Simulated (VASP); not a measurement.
## AlGa7As8: band structure with TB-mBJ

Crystal: AlGa7As8.

```
CELL_PARAMETERS angstrom
-5.66599 5.66599 0.00000
-5.66599 0.00000 5.66599
0.00000 5.66599 5.66599
ATOMIC_POSITIONS crystal
Al 0.00000 0.00000 0.00000
Ga 0.50014 0.99986 0.99986
Ga 0.99986 0.50014 0.99986
Ga 0.99986 0.99986 0.50014
Ga 0.50014 0.50014 0.99986
Ga 0.50014 0.99986 0.50014
Ga 0.99986 0.50014 0.50014
Ga 0.50000 0.50000 0.50000
As 0.87497 0.87497 0.37509
As 0.37500 0.87499 0.37500
As 0.87499 0.37500 0.37500
As 0.87497 0.87497 0.87497
As 0.37500 0.37500 0.37500
As 0.37509 0.87497 0.87497
As 0.87497 0.37509 0.87497
As 0.37500 0.37500 0.87499
```

The cell was built by a generator and needn't be a form met in nature.

* Program: VASP 6.6.1
* Task: band structure
* Functional: TB-mBJ
* Potentials or basis: VASP PAW PBE potentials, release 64 (Al, Ga_d, As)
* Cutoff: 520 eV
* k mesh: 4 × 4 × 4
* Occupations: gaussian, width 0.03 eV
* Spin: spin-orbit coupling, no magnetisation
* Further INCAR settings: ALGO = Normal; EDIFF = 1e-07; NBANDS = 162

```
Valence electrons inside the program's atomic spheres : Al 0.64; Ga 11.43; As 2.96, 2.95
```

Wall time 55 min on 4 MPI ranks on Intel(R) Xeon(R) 6975P-C (Granite Rapids), on a shared host, peak memory 2.4 GiB a rank.
